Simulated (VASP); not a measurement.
# MoP: relaxation of cell and atoms with LDA

MoP:

```
CELL_PARAMETERS angstrom
3.22300 0.00000 0.00000
-1.61150 2.79120 0.00000
0.00000 0.00000 3.19100
ATOMIC_POSITIONS crystal
Mo 0.00000 0.00000 0.00000
P 0.33333 0.66667 0.50000
```

```
Program                : VASP 6.6.1
Task                   : relaxation of cell and atoms
Functional             : LDA
Potentials or basis    : VASP PAW LDA potentials, release 64 (Mo_sv, P)
Cutoff                 : 600 eV
k mesh                 : 15 × 15 × 11
Occupations            : methfessel-paxton, width 0.1 eV
Spin                   : no spin polarisation
Further INCAR settings : ALGO = Normal; EDIFF = 1e-06; IBRION = 2; EDIFFG = -0.01; NSW = 90; ISIF = 3
```

* Relaxed volume: 13.95 Å³/atom
* Relaxed cell: a = 3.194 Å, b = 3.194 Å, c = 3.158 Å, α = 90.00°, β = 90.00°, γ = 120.00°
* Space group after relaxing (to 0.05 Å): P-6m2 (No. 187)
* Energy gained by relaxing: 8.7 meV/atom
* Ionic steps: 8
* Pressure after relaxing: 0.1 GPa
* Band gap on the k mesh: none (metal or under the smearing width)

The path:
| step | energy change (eV) | largest force (eV/Å) | pressure (GPa) | volume (Å³) |
| --- | --- | --- | --- | --- |
| 1 | 0.0000 | 0.0000 | -6.71 | 28.71 |
| 2 | 0.0699 | 0.0000 | 17.52 | 26.28 |
| 3 | -0.0174 | 0.0000 | -0.19 | 27.93 |
| 4 | -0.0174 | 0.0000 | -0.06 | 27.92 |
| 5 | -0.0174 | 0.0000 | 0.08 | 27.90 |
| 6 | -0.0174 | 0.0000 | -0.18 | 27.92 |
| 7 | -0.0174 | 0.0000 | -0.10 | 27.92 |
| 8 | -0.0174 | 0.0000 | 0.07 | 27.90 |

Final structure:
```cif
data_structure
_symmetry_space_group_name_H-M 'P 1'
_symmetry_Int_Tables_number 1
_cell_length_a 3.1939
_cell_length_b 3.1939
_cell_length_c 3.1577
_cell_angle_alpha 90.000
_cell_angle_beta 90.000
_cell_angle_gamma 120.000
_cell_volume 27.90
loop_
_atom_site_label
_atom_site_type_symbol
_atom_site_fract_x
_atom_site_fract_y
_atom_site_fract_z
_atom_site_occupancy
Mo1 Mo 0.00000 0.00000 0.00000 1
P1 P 0.33333 0.66667 0.50000 1
```

Levels at points of the mesh, in eV from the Fermi level:
```
           k point  band 7  band 8  band 9  band 10  band 11  band 12  band 13
(0.00, 0.00, 0.00)   -3.44   -3.44   -0.67     0.27     0.27     4.23     4.23
```

It took 3.3 min on 1 thread of Intel(R) Xeon(R) Platinum 8488C (Sapphire Rapids), with other jobs on the host, peak memory 0.21 GiB.

LDA usually gives volumes a few per cent too small. Zero-point motion and thermal expansion aren't in these numbers.
